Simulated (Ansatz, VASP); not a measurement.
## Two plane-wave programs on ZnO (zincite)

POSCAR

```
ZnO
1.0
    3.2672385742      0.0000000000      0.0000000000
   -1.6336192871      2.8295116055      0.0000000000
    0.0000000000      0.0000000000      5.2629599200
Zn O
2 2
Direct
    0.3333333333      0.6666666667      0.4996911392
    0.6666666667      0.3333333333     -0.0003088608
    0.6666666667      0.3333333333      0.3793188608
    0.3333333333      0.6666666667      0.8793188608
```

Contents of INCAR.step1:

```
SYSTEM = ZnO
PREC = Accurate
ENCUT = 600
ISMEAR = 0
SIGMA = 0.02
LREAL = .FALSE.
LASPH = .TRUE.
NELM = 100
GGA = PE
ALGO = Normal
EDIFF = 1E-4
LWAVE = .TRUE.
LCHARG = .FALSE.
```

The input INCAR.step2:

```
SYSTEM = ZnO
PREC = Accurate
ENCUT = 600
EDIFF = 1E-7
ISMEAR = 0
SIGMA = 0.02
LREAL = .FALSE.
LASPH = .TRUE.
NELM = 100
ALGO = Normal
ISIF = 4
LWAVE = .FALSE.
LCHARG = .FALSE.
METAGGA = R2SCAN
LMIXTAU = .TRUE.
IBRION = 2
NSW = 50
EDIFFG = -0.01
ISTART = 1
```

KPOINTS

```
Automatic mesh
0
G
  9 9 6
  0 0 0
```

Input for Ansatz:

```yaml
crystal:
  lattice:
    - [3.2672385727, 0.0, 0.0]
    - [-1.6336192863, 2.8295116042, 0.0]
    - [0.0, 0.0, 5.262959933]
  atoms:
    - { symbol: Zn, position: [0.3333333333, 0.6666666667, 0.4996911395] }
    - { symbol: Zn, position: [0.6666666667, 0.3333333333, -0.0003088605] }
    - { symbol: O, position: [0.6666666667, 0.3333333333, 0.3793188605] }
    - { symbol: O, position: [0.3333333333, 0.6666666667, 0.8793188605] }
basis:
  ecutwfc: 500
kpoints:
  mp_grid: { grid: [9, 9, 6] }
hamiltonian:
  xc: r2scan
scf:
  occupations: { method: gaussian, width: 0.02 }
output:
  forces: true
  stress: true
  eigenvalues: true
relax:
  adjacent_minimum: "off"
  f_tol: 0.01
  max_steps: 30
  cell: { stress_tol: 0.1, fix: [volume] }
```

Alike in both runs: task relaxation of shape and atoms at fixed volume; functional r2SCAN; k mesh 9 × 9 × 6; occupations gaussian, width 0.02 eV; no spin polarisation.

|  | VASP | Ansatz |
| --- | --- | --- |
| version | VASP 6.6.1 | Ansatz 0.2.0 |
| potentials or method | VASP PAW PBE potentials, release 64 (Zn, O) | scalar-relativistic, plane waves, PAW |
| plane-wave cutoff (eV) | 600 | 500 |
| valence electrons in the cell | 36 | 36 |

|  | VASP | Ansatz | Ansatz less VASP |
| --- | --- | --- | --- |
| gap on the k mesh at the Fermi level, each at its own relaxed structure (eV) | 1.19 | 1.19 | +0.003 |
| relaxed volume (Å³/atom) | 12.16 | 12.16 | 0.000 |
| relaxed cell length with the largest relative difference (Å) | 5.262 | 5.263 | +0.0006 |

Caveats: the PAW data sets were made with another functional, which shifts forces and pressure a little (VASP). r2SCAN opens gaps a little over a GGA but as a rule still falls short of measured ones.
